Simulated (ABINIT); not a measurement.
# Quasiparticle gap of GaN (P6_3mc) in ABINIT, part 3 of 3

Aim: the G0W0 gap of GaN (P6_3mc) on PBE, step by step.

ABINIT 10.8.3; PBE and many-body steps on it, plane waves. Known limits of the many-body steps: not at the basis limit; no spin-orbit coupling.

So far. Step 3 (Bands along the symmetry lines): The gap is 1.995 eV, as in the run before at this level. Step 4 (Empty states on the mesh, 6×6×4 mesh, 89 bands): On this mesh the gap is 1.995 eV.

The database entry behind the starting cell differs from later determinations by our own check (about 0.3 % short, ideal inner coordinate), so it need not match the best structure at ambient conditions.

### 5. Screening, 6×6×4 mesh, 81 bands, screening to 130.6 eV

The RPA dielectric matrix is built and inverted for each q.

This step: RPA screening on PBE, plane waves, norm-conserving pseudopotentials.

File run.abi:

```
acell 3*1.0 Angstrom
rprim 
  3.179999999980 0.000000000005 0.000000000000
  -1.589999999994 2.753960784015 0.000000000000
  0.000000000000 0.000000000000 5.166000000000
ntypat 2
znucl 31 7
natom 4
typat 1 1 2 2
xred 
  0.333333333333 0.666666666667 0.000000000000
  0.666666666667 0.333333333333 0.500000000000
  0.333333333333 0.666666666667 0.375000000000
  0.666666666667 0.333333333333 0.875000000000
pp_dirpath "pseudos"
pseudos "Ga.upf, N.upf"
ecut 45
ngkpt 6 6 4
nshiftk 1
shiftk 0 0 0
kptopt 1
chksymbreak 0
istwfk *1
occopt 1
irdwfk 1
optdriver 3
nband 81
ecuteps 4.8
inclvkb 2
awtr 1
symchi 1
indata_prefix "in"
outdata_prefix "out"
tmpdata_prefix "tmp"
```

Command:

```bash
$ OMP_NUM_THREADS=1 mpirun -n 4 abinit run.abi > log
```

Numbers of over 12 decimals in the logs are rounded to 6 here.

Log:

```text
.Version 10.8.3 of ABINIT. v10.8.2 released Aug 2026.

 Symmetries : space group P6_3 m c (#186); Bravais hP (primitive hexag.)
[... echo of the input left out ...]
== DATASET  1 ==================================================================
-   mpi_nproc: 4, omp_nthreads: 1 (-1 if OMP is not activated)

--- !DatasetInfo
iteration_state: {dtset: 1, }
dimensions: {natom: 4, nkpt: 21, mband: 81, nsppol: 1, nspinor: 1, nspden: 1, mpw: 4428, }
cutoff_energies: {ecut:  45.0, pawecutdg:  -1.0, }
electrons: {nelect:   5.20000000E+01, charge:   0.00000000E+00, occopt:   1.00000000E+00, tsmear:   1.00000000E-02, }

 SCREENING: Calculation of the susceptibility and dielectric matrices

 Based on a program developped by R.W. Godby, V. Olevano, G. Onida, and L. Reining.
 Incorporated in ABINIT by V. Olevano, G.-M. Rignanese, and M. Torrent.
.Using double precision arithmetic ; gwpc =  8

[... cell and pseudopotentials left out ...]
--------------------------------------------------------------------------------

 ==== K-mesh for the wavefunctions ====
 Number of points in the irreducible wedge :    21
[... list of points left out ...]
 Together with 12 symmetry operations and time-reversal symmetry
 yields   144 points in the full Brillouin Zone.

 ==== Q-mesh for the screening function ====
 Number of points in the irreducible wedge :    21
[... list of points left out ...]
 Together with 12 symmetry operations and time-reversal symmetry
 yields   144 points in the full Brillouin Zone.

 setmesh: FFT mesh size selected  =    24x   24x   40
          total number of points  =        23040

 vcoul_init : cutoff-mode = AUXILIARY_FUNCTION
 q-points for optical limit:   1
     1)      0.000010    0.000020    0.000030

- screening: taking advantage of time-reversal symmetry
- Maximum band index for partially occupied states nbvw = 26
- Remaining bands to be divided among processors   nbcw = 55
- Number of bands treated by each node ~13

 Number of electrons calculated from density =   52.0000; Expected =   52.0000
 average of density, n =  0.170321
 r_s =    1.1191
 omega_plasma =   39.8097 [eV]

 calculating chi0 at frequencies [eV] :
  1    0.000000E+00    0.000000E+00
  2    0.000000E+00    3.980974E+01

--------------------------------------------------------------------------------
  q-point number  1        q = ( 0.000000, 0.000000, 0.000000) [r.l.u.]
--------------------------------------------------------------------------------
[... chi0 elements left out ...]
 For q-point:  0.000010 0.000020 0.000030
  dielectric constant =   5.7709
  dielectric constant without local fields =   6.1771

  Average fulfillment of the sum rule on Im[epsilon] for q-point    1 :     31.00  [%]
[... wings left out ...]
  q-point number  2        q = ( 0.166667, 0.000000, 0.000000) [r.l.u.]
--------------------------------------------------------------------------------
[... chi0 elements left out ...]
  Average fulfillment of the sum rule on Im[epsilon] for q-point    2 :     38.91  [%]

 [... 19 further q-points ...]
```

Elapsed: 3.8 min, on 4 MPI ranks of Arm Neoverse V1, shared host; peak memory 1.8 GiB.

Numbers from this step:

```
ε∞ with local fields, on this mesh, along the program's q direction : 5.771
the same without local fields                                       : 6.177
plasma frequency                                                    : 39.81 eV
plane waves in the screening matrix                                 : 147
```

Local fields lower ε∞ by 7 %.

### 6. Self-energy, 6×6×4 mesh, 81 bands, screening to 130.6 eV

The self-energy is evaluated for the states that the input lists, and the levels follow from it, in one-shot runs by the linearised quasiparticle equation.

This step: G0W0 on PBE, plane waves, norm-conserving pseudopotentials.

Edit run.abi of step 5 so:

```diff
@@ -25,8 +25,15 @@
 irdwfk 1
-optdriver 3
+optdriver 4
 nband 81
+gwcalctyp 0
+ecutsigx 45
+symsigma 1
+nkptgw 1
+kptgw 
+  0.0000000000 0.0000000000 0.0000000000
+bdgw 
+  25 28
 ecuteps 4.8
-inclvkb 2
-awtr 1
-symchi 1
+irdscr 1
+ppmodel 1
 indata_prefix "in"
```

Log:

```text
.Version 10.8.3 of ABINIT. v10.8.2 released Aug 2026.

 Symmetries : space group P6_3 m c (#186); Bravais hP (primitive hexag.)
[... echo of the input left out ...]
== DATASET  1 ==================================================================
-   mpi_nproc: 4, omp_nthreads: 1 (-1 if OMP is not activated)

--- !DatasetInfo
iteration_state: {dtset: 1, }
dimensions: {natom: 4, nkpt: 21, mband: 81, nsppol: 1, nspinor: 1, nspden: 1, mpw: 4428, }
cutoff_energies: {ecut:  45.0, pawecutdg:  -1.0, }
electrons: {nelect:   5.20000000E+01, charge:   0.00000000E+00, occopt:   1.00000000E+00, tsmear:   1.00000000E-02, }

 SIGMA: Calculation of the GW corrections

 Based on a program developped by R.W. Godby, V. Olevano, G. Onida, and L. Reining.
 Incorporated in ABINIT by V. Olevano, G.-M. Rignanese, and M. Torrent.
.Using double precision arithmetic ; gwpc =  8

[... cell and pseudopotentials left out ...]
--------------------------------------------------------------------------------

 ==== K-mesh for the wavefunctions ====
 Number of points in the irreducible wedge :    21
[... list of points left out ...]
 Together with 12 symmetry operations and time-reversal symmetry
 yields   144 points in the full Brillouin Zone.

 ==== Q-mesh for screening function ====
 Number of points in the irreducible wedge :    21
[... list of points left out ...]
 Together with 12 symmetry operations and time-reversal symmetry
 yields   144 points in the full Brillouin Zone.

 vcoul_init : cutoff-mode = AUXILIARY_FUNCTION
 q-points for optical limit:   1
     1)      0.000010    0.000020    0.000030
 setmesh: FFT mesh size selected  =    32x   32x   60
          total number of points  =        61440

 Number of electrons calculated from density =   52.0000; Expected =   52.0000
 average of density, n =  0.170321
 r_s =    1.1191
 omega_plasma =   39.8097 [eV]

 === KS Band Gaps ===
  >>>> For spin  1
   Minimum direct gap =   1.9947 [eV], located at k-point      :   0.0000  0.0000  0.0000
   Fundamental gap    =   1.9947 [eV], Top of valence bands at :   0.0000  0.0000  0.0000
                                       Bottom of conduction at :   0.0000  0.0000  0.0000
 SIGMA fundamental parameters:
 PLASMON POLE MODEL  1
 number of plane-waves for SigmaX                 4367
 number of plane-waves for SigmaC and W            147
 number of plane-waves for wavefunctions          4367
 number of bands                                    81
 number of independent spin polarizations            1
 number of spinorial components                      1
 number of k-points in IBZ                          21
 number of q-points in IBZ                          21
 number of symmetry operations                      12
 number of k-points in BZ                          144
 number of q-points in BZ                          144
 number of frequencies for dSigma/dE                 9
 frequency step for dSigma/dE [eV]                0.25
 number of omega for Sigma on real axis              0
 max omega for Sigma on real axis  [eV]           0.00
 zcut for avoiding poles [eV]                     0.10

 EPSILON^-1 parameters (SCR file):
 dimension of the eps^-1 matrix on file            147
 dimension of the eps^-1 matrix used               147
 number of plane-waves for wavefunctions          4367
 number of bands                                    81
 number of q-points in IBZ                          21
 number of frequencies                               2
 number of real frequencies                          1
 number of imag frequencies                          1

 matrix elements of self-energy operator (all in [eV])

 Perturbative Calculation

--- !SelfEnergy_ee
iteration_state: {dtset: 1, }
kpoint     : [   0.000,    0.000,    0.000, ]
spin       : 1
KS_gap     :    1.995
QP_gap     :    2.832
Delta_QP_KS:    0.837
data: !SigmaeeData |
     Band     E0 <VxcDFT>   SigX SigC(E0)      Z dSigC/dE  Sig(E)    E-E0       E
       25   7.035 -19.131 -22.605   3.357   0.800  -0.250 -19.224  -0.093   6.941
       26   7.035 -19.131 -22.605   3.357   0.800  -0.250 -19.224  -0.093   6.941
       27   9.029 -14.219 -10.131  -3.187   0.826  -0.211 -13.475   0.744   9.773
       28  11.364 -14.010  -9.023  -3.876   0.835  -0.197 -13.082   0.928  12.291

== END DATASET(S) ==============================================================
================================================================================

 -outvars: echo values of variables after computation  --------
           etotal      0.0000000000E+00
            nband          81
             nkpt          21
          spgroup         186
 [... the other variables as echoed above ...]

 Calculation completed.
```

Run time: 6 s. Hardware: 4 MPI ranks; peak memory 1.3 GiB; 24 s of CPU time.

Numbers from this step:

```yaml
g0w0_gap_on_the_points_computed: 2.832 eV
starting_gap_on_the_mesh: 1.995 eV
k_of_the_valence_top: 0, 0, 0
k_of_the_conduction_bottom: 0, 0, 0
z_at_the_valence_top: 0.8
z_at_the_conduction_bottom: 0.826
least_direct_g0w0_gap_on_the_computed_points: 2.832 eV
```

The gap on the mesh goes from 1.99 eV to 2.83 eV, a correction of +0.84 eV.

Limits: finite bands, cutoff and mesh; no spin-orbit coupling. v1 is the top filled band, c1 the lowest empty one. Levels before and after the correction, in eV, zero at the valence-band top of each column:

```
           conduction bottom  valence top
Kohn-Sham               1.99         0.00
     G0W0               2.83         0.00
```

```csv
,level,energy (eV)
Kohn-Sham,Γ v2-v1,0.000
Kohn-Sham,Γ c1,1.995
Kohn-Sham,Γ c2,4.329
G0W0,Γ v2-v1,0.000
G0W0,Γ c1,2.832
G0W0,Γ c2,5.350
```

### 7. Where the time went

Times are wall times on 4 MPI ranks of Arm Neoverse V1, shared host, good to a factor of about two.

| step | time | share | memory (GiB) |
| --- | --- | --- | --- |
| ground state | 38 s | 10 % | 0.35 |
| bands along the symmetry lines | 52 s | 14 % | 0.43 |
| empty states on the mesh | 53 s | 14 % | 0.4 |
| screening | 3.8 min | 60 % | 1.8 |
| self-energy | 6 s | 2 % | 1.3 |

### 8. Outcome

```
PBE gap              : 1.99 eV, direct
G0W0 gap on the mesh : 2.83 eV
GW settings          : 6×6×4 mesh, 81 bands, screening to 130.6 eV, Godby-Needs plasmon pole
known limits         : not at the basis limit; no spin-orbit coupling
```

What this shows: G0W0 moves the gap on the mesh from 1.99 eV to 2.83 eV (+0.84 eV), with Z of 0.80 and 0.83 at the edges. Local fields lower the RPA ε∞ on this mesh from 6.18 to 5.77. Only 1 of the mesh's irreducible points was corrected, so a valley elsewhere could overtake. The dearest step here is «screening». Bands and cutoff are finite, so the gap is not at the basis limit. The miss can reach some tenths of an eV and take either sign; the mesh is an error of its own. In the G0W0 run levels were corrected at 1 k point alone, so a gap called «on the mesh» is the least over those, and an edge elsewhere would be missed. The many-body steps are scalar-relativistic: spin-orbit coupling is not in them.

[Paths, hosts, dates, memory and timing lines, banners, echoed tables and standing remarks are left out of the program output.]

[Logs are printed without paths, hosts, clocks, repeated set-up lines and the standing remarks that a program may print on its own settings, such as how far it seeks lower states.]

[Runs of the session that timed out or met a known fault of the program may be left out.]

[Hosts, paths, dates, database ids (printed as entryN), source tags and the programs' standing remarks are cut or masked in the printed files.]

[G0W0 gaps are taken among the corrected bands and points alone; a level outside them can change the order at an edge.]

[Where Ansatz stands beside ABINIT at settings called matched, ABINIT's density can come from a denser mesh and the files from another edition; pairs whose starting gaps differed by over 0.03 eV were left out, so agreement reads better than it is.]
